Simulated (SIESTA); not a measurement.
V:

```
V
1.0
     2.60429    0.00000    0.00000
    -1.30215    2.25538    0.00000
     0.00000    0.00000    4.72334
V
2
Cartesian
  0.0000 1.5036 1.1808
  1.3021 0.7518 3.5425
```

This isn't the form of V at room conditions, which is bcc.

Base run:

* Program: SIESTA 5.4.2
* Functional: LDA
* Potentials or basis: PseudoDojo 0.4 standard (LDA files)
* Basis: DZP (energy shift 0.003 Ry; two zetas on semicore shells)
* Grid cutoff: 800 Ry
* Energy shift: 0.003 Ry
* k mesh: 8 × 8 × 4
* Occupations: fermi-dirac, width 0.05 eV
* Spin: collinear spin, ferromagnetic start
* Starting moments: [2.0, 2.0] μB

Its results: band gap on the k mesh none (metal or under the smearing width); pressure -11.4 GPa; net moment 0.00 μB per cell.

**Question.** The run is repeated on the same cell with these changes: functional from LDA to PBEsol; potentials or basis from PseudoDojo 0.4 standard (LDA files) to PseudoDojo 0.4 standard (PBEsol files). What comes out?

**Answer.** Band gap on the k mesh none (metal or under the smearing width); pressure -5.6 GPa; net moment 0.00 μB per cell.

Caveats: the basis of atomic orbitals isn't converged, which shifts pressures, moduli and gaps.
